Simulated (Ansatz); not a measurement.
# SiC (Moissanite) (P6_3mc) in Ansatz: relaxation of cell and atoms with PBEsol+D4

Aim: the relaxation of cell and atoms of SiC (Moissanite) with PBEsol+D4.

Program: Ansatz 0.2.0. These are calculated values, not measurements. Logs are shortened: lines on timing, memory, paths and dates and some standing lists are left out, and cuts for length are marked.

## (1) Starting point

The structure is hexagonal, space group P6_3mc (No. 186). The conventional cell has a = 3.076 Å, b = 3.076 Å, c = 5.048 Å, α = 90.00°, β = 90.00°, γ = 120.00°. Si (site symmetry 3m) is surrounded by 4 C at 1.87 to 1.94 Å. C (site symmetry 3m) has 4 Si at 1.87 to 1.94 Å as nearest neighbours.

## (2) Relaxation of cell and atoms, PBEsol+D4

File input.yaml:

```yaml
crystal:
  lattice:
    - [3.076, 0.0, 0.0]
    - [-1.538, 2.663894142, 0.0]
    - [0.0, 0.0, 5.048]
  atoms:
    - { symbol: Si, position: [0.6666666667, 0.3333333333, 0.5] }
    - { symbol: Si, position: [0.3333333333, 0.6666666667, 0.0] }
    - { symbol: C, position: [0.6666666667, 0.3333333333, 0.885] }
    - { symbol: C, position: [0.3333333333, 0.6666666667, 0.385] }
hamiltonian:
  xc: pbesol
  pseudopotentials: { kind: paw }
  dispersion: d4
kpoints:
  mp_grid: { grid: [10, 10, 5] }
scf:
  occupations: { method: fermi_dirac, width: 0.05 }
output:
  forces: true
  stress: true
relax:
  f_tol: 0.01
  max_steps: 40
  cell: { stress_tol: 0.05 }
```

Potentials or basis: Ansatz PAW.

The run is started by

```sh
$ ansatz run input.yaml --threads 2 --pin off --max-ram 5632MiB --backend cpu --events-out ev --progress --plain --runs-dir out
```

The program printed:

```text
Warning: RAYON_NUM_THREADS=2 ignored (pool sized by the plan → 2); use --threads N
Engine: ansatz 0.2.0, x86_64-unknown-linux-gnu
Pseudopotentials: kind: paw
Pseudopotential: Si, paw, valence charge 4, recommended cutoff 420 eV (normal), Si.paw.azcp
Pseudopotential: C, paw, valence charge 4, recommended cutoff 420 eV (normal), C.paw.azcp
Functional definition: PBEsol
  exchange = pbesol_x
  correlation = pbesol_c
Crystal: 4 atoms, lattice volume = 41.364 Å³
Basis set: ecut = 420 eV, 785 PW (Γ), exchange–correlation on 48×48×72 points (8 copies of the dense FFT grid, shifted against one another)
Bands: 12, of which v1, the nominal top of the filled ones, is band 8 counted from 1 (7 counted from 0)
Symmetry: 12 space group operations
Space group: P63mc (ITA 186), of the structure as read, at distance tolerance 3.5e-5 Å
k-points: 42 of 500 (time reversal used)
Non-local potential: Si, projectors of the file, l = 0: 2, l = 1: 2, l = 2: 2
Non-local potential: C, projectors of the file, l = 0: 2, l = 1: 2, l = 2: 1
PAW form: soft (Blöchl's): semilocal exchange-correlation on the pseudo side does not see the compensation charge
PAW frozen core: Si, regenerated for the run's functional, and the local potential with it (the file was generated under x = pbe(κ = 0.804, μ = 0.2195149727645171), c = pbe(β = 0.06672455060314922))
PAW frozen core: C, regenerated for the run's functional, and the local potential with it (the file was generated under x = pbe(κ = 0.804, μ = 0.2195149727645171), c = pbe(β = 0.06672455060314922))
PAW one-centre angular grid: Si, 110 points (default); XC on 64 Gauss nodes
PAW one-centre angular grid: C, 110 points (default); XC on 64 Gauss nodes
Initial density: superposition of atomic densities (neutral atoms: chi_scale 0, normalization atom), corrected by the library's trained network
Initial wavefunctions: pseudopotential atomic-orbital guess
Functional: x = pbesol(κ = 0.804, μ = 0.12345679012345678), c = pbesol(β = 0.046)
SCF iter   1: F=—  HF=-1738.124591 eV  |F-HF|=—  |Δ(HF+E_count)|=         —  Δρ=8.39e-3  dr2=3.56e-2  ethr=1.77e-3  ⟨swp⟩=5.2  Hψ=3291  notcnv=0
preconditioner: auto → none  [insulator: Δε(μ)=2.213 eV  Ē_g=11.798 eV  σ=0.050 eV  W_gap=1.00  n_scr=2 (ndim 8)  ℏωp=23.1 eV  f_vac=0.000  D(μ)=0.00/eV (n_scr^D=0)  ε∞_Penn≈4.8]
SCF iter   2: F=—  HF=-1738.114740 eV  |F-HF|=—  |Δ(HF+E_count)|=   9.85e-3  Δρ=2.38e-3  dr2=1.88e-3  ethr=2.22e-4  ⟨swp⟩=2.6  Hψ=1289  notcnv=0
SCF iter   3: F=—  HF=-1738.114224 eV  |F-HF|=—  |Δ(HF+E_count)|=   5.16e-4  Δρ=7.58e-4  dr2=1.72e-4  ethr=1.18e-5  ⟨swp⟩=2.0  Hψ=773  notcnv=0
SCF iter   4: F=—  HF=-1738.114217 eV  |F-HF|=—  |Δ(HF+E_count)|=   6.96e-6  Δρ=1.09e-4  dr2=2.47e-6  ethr=1.07e-6  ⟨swp⟩=2.0  Hψ=838  notcnv=0
SCF iter   5: F=—  HF=-1738.114227 eV  |F-HF|=—  |Δ(HF+E_count)|=   1.02e-5  Δρ=9.44e-6  dr2=3.12e-8  ethr=1.55e-8  ⟨swp⟩=2.0  Hψ=841  notcnv=0
SCF iter   6: F=-1738.114227 eV  HF=-1738.114227 eV  |F-HF|=3.38e-10  |Δ(HF+E_count)|=   6.60e-9  Δρ=2.70e-6  dr2=1.80e-9  ethr=1.95e-10  ⟨swp⟩=2.3  Hψ=1794  notcnv=0
SCF 1 converged in 6 iterations: F = -1738.114227 eV  dr2 = 1.80e-9
relax step   1: F+E_penalty+E_count = -1738.11422678 eV  Δ(F+E_penalty+E_count) = +0.000e0 eV  max|allowed force component| = 7.392e-1 eV/Å  Δτ_max = 0.0000 Å  P = -2.161 GPa  Ω = 41.364 Å³  (6 SCF iters, dr2 threshold 1.00e-7 eV, accepted)
Crystal: 4 atoms, lattice volume = 41.128 Å³
Initial density: handed on by an earlier stage of this run
Initial wavefunctions: those handed on with the density
iter 1 solved again at ethr=1.58e-5 eV; its pass at ethr=3.10e-3 eV (dr2=2.52e-3 eV) is discarded
SCF iter   1: F=—  HF=-1738.139024 eV  |F-HF|=—  |Δ(HF+E_count)|=         —  Δρ=2.56e-3  dr2=2.59e-3  ethr=1.58e-5  ⟨swp⟩=2.6  Hψ=3487  notcnv=0
preconditioner: auto → none  [insulator: Δε(μ)=2.386 eV  Ē_g=11.892 eV  σ=0.050 eV  W_gap=1.00  n_scr=2 (ndim 8)  ℏωp=23.2 eV  f_vac=0.000  D(μ)=0.00/eV (n_scr^D=0)  ε∞_Penn≈4.8]
SCF iter   2: F=—  HF=-1738.138180 eV  |F-HF|=—  |Δ(HF+E_count)|=   8.44e-4  Δρ=8.65e-4  dr2=1.93e-4  ethr=1.58e-5  ⟨swp⟩=2.2  Hψ=768  notcnv=0
SCF iter   3: F=—  HF=-1738.138137 eV  |F-HF|=—  |Δ(HF+E_count)|=   4.26e-5  Δρ=3.18e-4  dr2=2.29e-5  ethr=1.21e-6  ⟨swp⟩=2.4  Hψ=820  notcnv=0
SCF iter   4: F=—  HF=-1738.138136 eV  |F-HF|=—  |Δ(HF+E_count)|=   1.20e-6  Δρ=9.65e-5  dr2=1.36e-6  ethr=1.43e-7  ⟨swp⟩=2.6  Hψ=856  notcnv=0
SCF iter   5: F=-1738.138136 eV  HF=-1738.138136 eV  |F-HF|=1.36e-9  |Δ(HF+E_count)|=   2.58e-7  Δρ=4.93e-6  dr2=3.41e-9  ethr=2.50e-9  ⟨swp⟩=4.0  Hψ=1675  notcnv=0
SCF 2 converged in 5 iterations: F = -1738.138136 eV  dr2 = 3.41e-9
[... 8 lines left out ...]
SCF iter   4: F=—  HF=-1738.140900 eV  |F-HF|=—  |Δ(HF+E_count)|=   6.26e-5  Δρ=2.01e-4  dr2=6.62e-6  ethr=7.55e-7  ⟨swp⟩=2.0  Hψ=790  notcnv=0
[... 7 lines left out ...]
preconditioner: auto → none  [insulator: Δε(μ)=2.272 eV  Ē_g=11.916 eV  σ=0.050 eV  W_gap=1.00  n_scr=2 (ndim 8)  ℏωp=23.2 eV  f_vac=0.000  D(μ)=0.00/eV (n_scr^D=0)  ε∞_Penn≈4.8]
SCF iter   2: F=—  HF=-1738.154173 eV  |F-HF|=—  |Δ(HF+E_count)|=   1.79e-3  Δρ=1.14e-3  dr2=3.41e-4  ethr=2.77e-5  ⟨swp⟩=2.5  Hψ=798  notcnv=0
SCF iter   3: F=—  HF=-1738.154023 eV  |F-HF|=—  |Δ(HF+E_count)|=   1.49e-4  Δρ=3.17e-4  dr2=2.94e-5  ethr=2.13e-6  ⟨swp⟩=2.3  Hψ=826  notcnv=0
SCF iter   4: F=—  HF=-1738.154016 eV  |F-HF|=—  |Δ(HF+E_count)|=   7.10e-6  Δρ=9.34e-5  dr2=1.29e-6  ethr=1.84e-7  ⟨swp⟩=2.0  Hψ=796  notcnv=0
SCF iter   5: F=-1738.154016 eV  HF=-1738.154016 eV  |F-HF|=9.18e-9  |Δ(HF+E_count)|=   9.51e-8  Δρ=1.06e-5  dr2=1.61e-8  ethr=2.50e-9  ⟨swp⟩=4.1  Hψ=1684  notcnv=0
SCF 4 converged in 5 iterations: F = -1738.154016 eV  dr2 = 1.61e-8
relax step   4: F+E_penalty+E_count = -1738.15401648 eV  Δ(F+E_penalty+E_count) = -1.312e-2 eV  max|allowed force component| = 6.790e-4 eV/Å  Δτ_max = 0.0046 Å  P = -0.040 GPa  Ω = 40.921 Å³  energy of the carried Pulay correction = +8.240e-4 eV  (5 SCF iters, dr2 threshold 4.00e-7 eV, accepted)
Crystal: 4 atoms, lattice volume = 40.914 Å³
iter 1 solved again at ethr=5.87e-9 eV; its pass at ethr=3.10e-3 eV (dr2=9.39e-7 eV) is discarded
SCF iter   1: F=—  HF=-1738.154057 eV  |F-HF|=—  |Δ(HF+E_count)|=         —  Δρ=5.11e-5  dr2=1.00e-6  ethr=5.87e-9  ⟨swp⟩=2.1  Hψ=3356  notcnv=0
preconditioner: auto → none  [insulator: Δε(μ)=2.266 eV  Ē_g=11.924 eV  σ=0.050 eV  W_gap=1.00  n_scr=2 (ndim 8)  ℏωp=23.2 eV  f_vac=0.000  D(μ)=0.00/eV (n_scr^D=0)  ε∞_Penn≈4.8]
SCF iter   2: F=—  HF=-1738.154031 eV  |F-HF|=—  |Δ(HF+E_count)|=   2.59e-5  Δρ=1.73e-5  dr2=6.79e-8  ethr=5.87e-9  ⟨swp⟩=2.0  Hψ=834  notcnv=0
SCF iter   3: F=-1738.154031 eV  HF=-1738.154031 eV  |F-HF|=4.39e-10  |Δ(HF+E_count)|=   1.42e-8  Δρ=7.26e-6  dr2=8.67e-9  ethr=7.54e-11  ⟨swp⟩=4.9  Hψ=1798  notcnv=0
SCF 5 converged in 3 iterations: F = -1738.154031 eV  dr2 = 8.67e-9
relax step   5: F+E_penalty+E_count = -1738.15403092 eV  Δ(F+E_penalty+E_count) = -1.444e-5 eV  max|allowed force component| = 5.692e-6 eV/Å  Δτ_max = 0.0000 Å  P = -0.003 GPa  Ω = 40.914 Å³  energy of the carried Pulay correction = +8.363e-4 eV  (3 SCF iters, dr2 threshold 1.21e-8 eV, accepted)
Initial wavefunctions: pseudopotential atomic-orbital guess (no wavefunctions were taken with the density)
iter 1 solved again at ethr=4.75e-8 eV; its pass at ethr=3.10e-3 eV (dr2=7.59e-6 eV) is discarded
SCF iter   1: F=—  HF=-1738.153256 eV  |F-HF|=—  |Δ(HF+E_count)|=         —  Δρ=4.81e-5  dr2=1.44e-7  ethr=4.75e-8  ⟨swp⟩=3.1  Hψ=4782  notcnv=0
preconditioner: auto → none  [insulator: Δε(μ)=2.265 eV  Ē_g=11.923 eV  σ=0.050 eV  W_gap=1.00  n_scr=2 (ndim 8)  ℏωp=23.2 eV  f_vac=0.000  D(μ)=0.00/eV (n_scr^D=0)  ε∞_Penn≈4.8]
SCF iter   2: F=—  HF=-1738.153230 eV  |F-HF|=—  |Δ(HF+E_count)|=   2.54e-5  Δρ=2.36e-5  dr2=3.10e-8  ethr=9.00e-10  ⟨swp⟩=2.1  Hψ=843  notcnv=0
SCF iter   3: F=—  HF=-1738.153230 eV  |F-HF|=—  |Δ(HF+E_count)|=   5.00e-8  Δρ=5.26e-6  dr2=4.06e-9  ethr=1.94e-10  ⟨swp⟩=2.0  Hψ=838  notcnv=0
SCF iter   4: F=—  HF=-1738.153230 eV  |F-HF|=—  |Δ(HF+E_count)|=   1.03e-9  Δρ=5.30e-7  dr2=5.25e-11  ethr=2.53e-11  ⟨swp⟩=2.0  Hψ=820  notcnv=0
SCF iter   5: F=-1738.153230 eV  HF=-1738.153230 eV  |F-HF|=2.96e-12  |Δ(HF+E_count)|=  7.50e-12  Δρ=2.45e-7  dr2=8.05e-12  ethr=1.00e-12  ⟨swp⟩=4.0  Hψ=1656  notcnv=0
SCF 6 converged in 5 iterations: F = -1738.153230 eV  dr2 = 8.05e-12
relax step   6: F+E_penalty+E_count = -1738.15323028 eV  Δ(F+E_penalty+E_count) = +8.006e-4 eV  max|allowed force component| = 5.659e-5 eV/Å  Δτ_max = 0.0000 Å  P = -0.036 GPa  Ω = 40.914 Å³  stress off target by 3.82e-2 GPa  SCF on the basis re-selected at this cell (its energy is not comparable with the rows above)  (5 SCF iters)
basis re-selected at this cell: Δ(F+E_penalty+E_count) = +8.006e-4 eV, ΔP = -0.033 GPa vs the last step (what re-selecting the basis moved, of the pressure what is left beyond the Pulay correction that the steps carried, after the strain that the cell walked since its last selection, with what the two solves' SCF thresholds leave and, on support functions, any second-order correction that the steps lacked; it is no measure of the basis error at this ecutwfc). This SCF's stress stands 3.82e-2 GPa from its target on what of the cell is left free (relax.cell.stress_tol is 5.00e-2 GPa) and its largest allowed force component is 5.66e-5 eV/Å (relax.f_tol is 1.00e-2 eV/Å): within both
SCF converged after 5 iterations
Free energy (F): -1738.153230 eV
Harris-Foulkes:  -1738.153230 eV  (|F-HF|=2.96e-12)
Internal energy: -1738.153230 eV  (E = F + TS)
E sigma→0 (E₀):  -1738.153230 eV
Fermi energy:    10.827578 eV
--- Per-component energies (eV) ---
  E_band       = 58.038494
  E_kinetic    = 271.894073
  E_local      = -207.989717  (includes V_loc(G=0)·N_el)
  E_nonlocal   = 104.225321
  E_hartree    = 63.768008
  E_xc         = -209.721661
  E_vxc        = -218.915299  (∫ρ·V_xc dr)
  E_paw        = -1188.772786  (= ΣΔE_a)
  E_vpaw       = -18.711935  (= ΣTr[D̂ρ^β])
  E_aug_tail   = 0.000028  (compensation charges beyond the density's cutoff)
  E_ewald      = -570.909523
  E_disp       = -0.752297  (pairwise vdW)
  E_core_change = 0.105322  (= ΣΔE_core)
  E_smearing   = -0.000000  (= −TS)
  E_closure    = 0.000000  (closes the sum)
  Σ components = -1738.153230   (vs F -1738.153230, Δ=0.00e0)
--- Forces (eV/Å), atoms counted from 1 ---
  atom   1  Si     0.00000000    -0.00000000    -0.00005595
  atom   2  Si    -0.00000000     0.00000000    -0.00005595
  atom   3  C      0.00000000    -0.00000000     0.00005722
  atom   4  C      0.00000000     0.00000000     0.00005722
  max |Σ_I F_I| component: 2.52e-6 eV/Å
--- Stress (GPa, compression-positive) ---
       -0.034861       0.000000      -0.000000
       -0.000000      -0.034861      -0.000000
       -0.000000      -0.000000      -0.038170
  P = ⅓ Tr σ = -0.0360 GPa (-0.360 kbar)
--- Relaxed structure (5 steps of the walk, 5 accepted, 1 SCFs on fresh bases) ---
  F+E_penalty+E_count = -1738.15323028 eV   max|allowed force component| = 5.659e-5 eV/Å   (the final SCF, on the basis selected at the relaxed cell)
  cell:  # Å, volume = 40.9145 Å³
    - [3.0649393363284347, 0.0, -1.7129812266779547e-34]
    - [-1.5324696681642174, 2.654315326318642, 4.070708673441678e-34]
    - [-2.811160348614028e-34, 6.090847421997061e-34, 5.029241762931137]
  atoms:
    - { symbol: Si, position: [0.6666666666666666, 0.3333333333333333, 0.5045903659047978] }
    - { symbol: Si, position: [0.3333333333333333, 0.6666666666666666, 0.004590365904797875] }
    - { symbol: C, position: [0.6666666666666666, 0.3333333333333333, 0.8804096340952021] }
    - { symbol: C, position: [0.3333333333333333, 0.6666666666666666, 0.3804096340952022] }
```

Wall time 17 s (2 threads of Intel Xeon at 2.50GHz (Skylake/Cascade Lake), shared host); peak memory 0.36 GiB.

What came out:

```yaml
Free_energy: -1738.1532 eV
Relaxed_volume: 10.23 Å³/atom
Relaxed_cell: a = 3.065 Å, b = 3.065 Å, c = 5.029 Å, α = 90.00°, β = 90.00°, γ = 120.00°
Space_group_after_relaxing_to_0.05_Å: P6_3mc (No. 186)
Energy_gained_by_relaxing: 9.8 meV/atom
Ionic_steps: 6
Pressure_after_relaxing: 0.0 GPa
Band_gap_on_the_k_mesh: 2.27 eV
```

Step by step:
```csv
step,energy change (eV),largest force (eV/Å),volume (Å³)
1,0.0000,0.7392,41.36
2,-0.0239,0.4459,41.13
3,-0.0267,0.3290,40.75
4,-0.0398,0.0007,40.92
5,-0.0398,0.0000,40.91
6,-0.0390,0.0001,40.91
```

Final structure:
```
Si C
1.0
     3.06494    0.00000    0.00000
    -1.53247    2.65432    0.00000
     0.00000    0.00000    5.02924
Si C
2 2
Direct
  0.66667 0.33333 0.50459
  0.33333 0.66667 0.00459
  0.66667 0.33333 0.88041
  0.33333 0.66667 0.38041
```

Caveat: odd divisions of the mesh miss points on the zone boundary, where band edges often lie, so the gap on the mesh can be too wide; the plane-wave basis is chosen anew once the cell has moved, so the energies of steps on either side of that aren't comparable; the PAW data sets come from PBE, with cores solved anew for the run's functional, which leaves a small shift of forces and pressure.
